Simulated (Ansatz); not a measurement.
# CdTe: a single-point run

Wanted: a converged single-point run for CdTe, and a check of what comes out. The structure is shown as the input types it. The cell is built on a prototype (rocksalt) and needn't be the phase found in nature.

Method: density functional or hybrid calculation with the settings of its input, plane waves (as first typed), in Ansatz 0.2.0.

4 further runs of the same task are left out: 1 for a known fault of the program, 3 that didn't finish.

## (1) The starting structure

It takes space group Fm-3m (No. 225, cubic). The conventional cell has a = 6.089 Å, b = 6.089 Å, c = 6.089 Å, α = 90.00°, β = 90.00°, γ = 90.00°. Cd (site symmetry m-3m) is surrounded by 6 Te at 3.04 Å. Te (site symmetry m-3m) has 6 Cd at 3.04 Å as nearest neighbours.

As a file:

```cif
data_structure
_symmetry_space_group_name_H-M 'P 1'
_symmetry_Int_Tables_number 1
_cell_length_a 4.3054
_cell_length_b 4.3054
_cell_length_c 4.3054
_cell_angle_alpha 60.000
_cell_angle_beta 60.000
_cell_angle_gamma 60.000
_cell_volume 56.43
loop_
_atom_site_label
_atom_site_type_symbol
_atom_site_fract_x
_atom_site_fract_y
_atom_site_fract_z
_atom_site_occupancy
Cd1 Cd 0.00000 0.00000 0.00000 1
Te1 Te 0.50000 0.50000 0.50000 1
```

## (2) Running it

File input.yaml:

```yaml
crystal:
  lattice:
    - [0.0, 3.0443556759, 3.0443556759]
    - [3.0443556759, 0.0, 3.0443556759]
    - [3.0443556759, 3.0443556759, 0.0]
  atoms:
    - { symbol: Cd, position: [0.0, 0.0, 0.0] }
    - { symbol: Te, position: [0.5, 0.5, 0.5] }
kpoints:
  mp_grid: { grid: [6, 6, 6] }
hamiltonian:
  xc: pbesol
scf:
  occupations: { method: fermi_dirac, width: 0.02 }
  n_extra_bands: 4
  mixing: { beta: 1.9 }
  max_iter: 82
output:
  forces: true
  stress: true
  eigenvalues: true
```

Started as:

```sh
$ ansatz run input.yaml --threads 4 --pin off --max-ram 3686MiB --backend cpu --events-out ev --progress --plain --runs-dir out
```

Q: Will this input give a usable result? If not, why, and what should change?

The run ended at the input check. It says: «invalid value for `scf.mixing.beta`: must be finite and in (0, 1]; got 1.9»

Look at the input: scf.mixing.beta is 1.9. A value lies outside the range that the key allows.

What to do: delete scf.mixing.beta (the default then holds).
